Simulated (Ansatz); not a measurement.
**Structure optimisation: thallium, fcc**

Level of theory: Ansatz, DFT, PBE, plane waves (420 eV) with PAW, scalar-relativistic.

k-point mesh 11×11×11, Fermi-Dirac smearing 0.1 eV, no spin polarisation. Cell and atoms relax.

Starting structure:

```
Tl
1.0
     0.00000    2.41121    2.41121
     2.41121    0.00000    2.41121
     2.41121    2.41121    0.00000
Tl
1
Direct
  0.00000 0.00000 0.00000
```

Question: What cell does the relaxation end in?

Answer: Fm-3m with a = 5.000 Å; 31.26 Å³ per atom against 28.04 at the start (11.5 %).

Question: How much energy does the relaxation gain?

Answer: 34.5 meV per atom.

Path of the relaxation (the plane waves are chosen anew near the end, which can shift the energy a little):

| step | E − E(final) (meV/atom) | V (Å³/atom) | P (GPa) | max force (eV/Å) |
| --- | --- | --- | --- | --- |
| 0 | 34.50 | 28.037 | 3.87 | 0.000 |
| 1 | 2.13 | 30.512 | 0.69 | 0.000 |
| 2 | 0.77 | 31.104 | 0.14 | 0.000 |
| 3 | 0.74 | 31.259 | 0.01 | 0.000 |
| 4 | 0.00 | 31.259 | -0.01 | 0.000 |
